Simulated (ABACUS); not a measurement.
Crystal: MgS (Niningerite).

```
S Mg
1.0
     0.00000    2.60165    2.60165
     2.60165    0.00000    2.60165
     2.60165    2.60165    0.00000
S Mg
1 1
Cartesian
  2.6016 2.6016 2.6016
  0.0000 0.0000 0.0000
```

Base run:

| Quantity | Value |
| --- | --- |
| Program | ABACUS 3.10.1 |
| Functional | PBEsol |
| Potentials or basis | PseudoDojo NC SR 0.5 PBE stringent |
| Cutoff | 1143 eV |
| Density cutoff | 4572 eV |
| Basis | plane waves |
| k mesh | 7 × 7 × 7 |
| Occupations | fermi-dirac, width 0.05 eV |
| Spin | no spin polarisation |

Its results: band gap on the k mesh 2.90 eV, indirect (least direct gap 3.58 eV); pressure -0.7 GPa.

Task: The run is repeated on the same cell with these changes: functional from PBEsol to LDA; potentials or basis from PseudoDojo NC SR 0.5 PBE stringent to PseudoDojo NC SR 0.4.1 LDA stringent. What comes out?

Result: Band gap on the k mesh 2.77 eV, indirect (least direct gap 3.48 eV); pressure -3.2 GPa.

Caveats: an odd mesh through Γ misses points on the zone boundary, where band edges often lie; the potentials were made for another functional, which shifts forces and pressure (some runs).
